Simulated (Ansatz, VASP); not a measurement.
## TaN: VASP beside Ansatz

```
Ta N
1.0
     2.99051   -0.01298    0.07451
    -1.50650    2.50025   -0.18525
     0.07319   -0.16785    2.73675
Ta N
1 1
Direct
  0.34055 0.67386 0.50157
  0.99279 0.99281 0.99843
```

Alike in both runs: task single point; functional PBE; k mesh 15 × 15 × 12; occupations tetrahedron; no spin polarisation.

|  | VASP | Ansatz |
| --- | --- | --- |
| version | VASP 6.6.1 | Ansatz 0.2.0 |
| potentials or method | VASP PAW PBE potentials, release 64 (Ta_pv, N) | scalar-relativistic, plane waves, PAW |
| plane-wave cutoff (eV) | 520 | 420 |
| valence electrons in the cell | 16 | 18 |

Ansatz gave:

```
gap on the k mesh at the Fermi level (eV) : none
rms of the force components (eV/Å)        : 0.009
```

**Question.** Estimate VASP's values.

**Answer.** gap on the k mesh at the Fermi level (eV): none; rms of the force components (eV/Å): 0.005.

Atom by atom the forces differ by 0.005 eV/Å (rms over components). A gap of «none» marks a metal or a gap that the smearing closes. The two sets of potentials don't hold the same shells in valence. Ansatz warned: «band_table_not_solved_further».

Caveats: tetrahedron occupations give inexact forces and stress in metals. The runs have no spin-orbit coupling, so splittings on Ta are missing.
